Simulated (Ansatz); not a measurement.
input.yaml

```yaml
crystal:
  lattice:
    - [-2.3305486938, 2.3305486938, 8.0092592469]
    - [2.3305486938, -2.3305486938, 8.0092592469]
    - [2.3305486938, 2.3305486938, -8.0092592469]
  atoms:
    - { symbol: K, position: [0.25, 0.75, 0.5] }
    - { symbol: K, position: [0.5, 0.5, 0.0] }
basis:
  ecutwfc: 420
kpoints:
  mp_grid: { grid: [14, 14, 14] }
hamiltonian:
  xc: pbe
scf:
  occupations: { method: gaussian, width: 0.1 }
output:
  forces: true
  stress: true
  eigenvalues: true
```

It can be run as
```bash
ansatz run input.yaml --threads 1 --pin off --backend cpu --events-out ev --progress --plain --runs-dir out  # memory cap (--max-ram) not shown
```

All numbers below come from Ansatz, DFT PBE, scalar-relativistic, plane waves, PAW.

Part of what the program printed, abridged (iterations and final results):

```
SCF iter   1: F=—  HF=-3075.422257 eV  |F-HF|=—  |Δ(HF+E_count)|=         —  Δρ=5.22e-4  dr2=1.01e-3  ethr=1.77e-3  ⟨swp⟩=6.2  Hψ=21127  notcnv=0
SCF iter   2: F=—  HF=-3075.422134 eV  |F-HF|=—  |Δ(HF+E_count)|=   1.23e-4  Δρ=3.66e-4  dr2=6.36e-4  ethr=5.63e-6  ⟨swp⟩=1.9  Hψ=6063  notcnv=0  defer=1
SCF iter   3: F=—  HF=-3075.422598 eV  |F-HF|=—  |Δ(HF+E_count)|=   4.64e-4  Δρ=2.07e-4  dr2=1.80e-4  ethr=3.53e-6  ⟨swp⟩=2.8  Hψ=4976  notcnv=0  defer=1
SCF iter   4: F=—  HF=-3075.422616 eV  |F-HF|=—  |Δ(HF+E_count)|=   1.84e-5  Δρ=1.37e-4  dr2=5.36e-5  ethr=1.00e-6  ⟨swp⟩=1.8  Hψ=3413  notcnv=0  defer=1
SCF iter   5: F=—  HF=-3075.422647 eV  |F-HF|=—  |Δ(HF+E_count)|=   3.11e-5  Δρ=7.16e-5  dr2=5.50e-6  ethr=2.98e-7  ⟨swp⟩=2.0  Hψ=5014  notcnv=0  defer=1
SCF iter   6: F=—  HF=-3075.422646 eV  |F-HF|=—  |Δ(HF+E_count)|=   1.08e-6  Δρ=7.33e-6  dr2=2.02e-7  ethr=3.06e-8  ⟨swp⟩=2.2  Hψ=5347  notcnv=0  defer=1
SCF iter   7: F=-3075.422646 eV  HF=-3075.422646 eV  |F-HF|=2.32e-8  |Δ(HF+E_count)|=   4.60e-8  Δρ=4.80e-6  dr2=5.20e-8  ethr=5.56e-10  ⟨swp⟩=5.9  Hψ=14156  notcnv=0
SCF 1 converged in 7 iterations: F = -3075.422646 eV  dr2 = 5.20e-8
SCF converged after 7 iterations
Free energy (F): -3075.422646 eV
Harris-Foulkes:  -3075.422646 eV  (|F-HF|=2.32e-8)
Internal energy: -3075.413898 eV  (E = F + TS)
E sigma→0 (E₀):  -3075.418272 eV
Entropy (-TS):   -0.008749 eV (-4.374 meV/atom)
Fermi energy:    1.148493 eV
--- Per-component energies (eV) ---
  E_band       = -299.459991
  E_kinetic    = 503.758325
  E_local      = -1599.601911  (includes V_loc(G=0)·N_el)
  E_nonlocal   = 25.828205
  E_hartree    = 576.913469
  E_xc         = -267.103788
  E_vxc        = -325.533768  (∫ρ·V_xc dr)
  E_paw        = -1563.658875  (= ΣΔE_a)
  E_vpaw       = -57.746984  (= ΣTr[D̂ρ^β])
  E_aug_tail   = -0.000007  (compensation charges beyond the density's cutoff)
  E_ewald      = -751.549316
  E_smearing   = -0.008749  (= −TS)
--- Forces (eV/Å), atoms counted from 1 ---
  atom   1  K      0.00000000     0.00000000     0.00000000
  atom   2  K      0.00000000     0.00000000     0.00000000
--- Stress (GPa, compression-positive) ---
       -0.347090       0.000000       0.000000
        0.000000      -0.347090       0.000000
        0.000000       0.000000      -0.126710
  P = ⅓ Tr σ = -0.2736 GPa (-2.736 kbar)
--- Band table (eV; the first three rows and the last of 244) ---
  k-point 0: bands = ["-31.1617", "-31.1587", "-14.6703", "-14.6212", "-14.6212", "-14.6174", "-14.6174", "-14.6125", "-0.7865", "1.5410", "1.6907", "4.2085", "4.2130"]
  k-point 1: bands = ["-31.1616", "-31.1586", "-14.6693", "-14.6236", "-14.6229", "-14.6193", "-14.6189", "-14.6122", "-0.7071", "1.6251", "1.7365", "4.1287", "4.1370"]
  k-point 2: bands = ["-31.1611", "-31.1583", "-14.6667", "-14.6293", "-14.6274", "-14.6244", "-14.6231", "-14.6121", "-0.4713", "1.8713", "1.8750", "3.9457", "3.9635"]
  k-point 243: bands = ["-31.1602", "-31.1602", "-14.6415", "-14.6415", "-14.6245", "-14.6245", "-14.6141", "-14.6141", "-0.1359", "-0.1359", "3.6103", "3.6103", "4.4209"]
```

Self-consistency was reached.